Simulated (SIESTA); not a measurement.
FePt (Tetraferroplatinum):

```xyz
2
Lattice="2.7235 0.0000 0.0000 0.0000 2.7235 0.0000 0.0000 0.0000 3.7200" Properties=species:S:1:pos:R:3 pbc="T T T"
Pt    1.3618    1.3618    1.8600
Fe    0.0000    0.0000    0.0000
```

Program: SIESTA 5.4.2. Alike in all runs: task single point; level PBE; potentials or basis PseudoDojo 0.4 standard (PBE files), DZP (energy shift 0.003 Ry; two zetas on semicore shells); spin collinear, ferromagnetic start; cell as given; k mesh 10 × 10 × 7; smearing fermi-dirac 0.05 eV; grid cutoff 800 Ry; energy shift 0.003 Ry.

Order these runs on this cell by their pressure, lowest first.
A. fixed moment (μB) 1.0
B. fixed moment (μB) 2.0
C. fixed moment (μB) 4.0
D. fixed moment (μB) 3.0

A (-8.7 GPa), B (-3.1 GPa), D (2.9 GPa), C (11.3 GPa).

Caveats: short orbitals over semicore shells can move pressures by several GPa; the basis of atomic orbitals isn't converged, which shifts pressures, moduli and gaps; the total moment is fixed, so each spin has its own Fermi level; the moment is held away from its start (some runs).
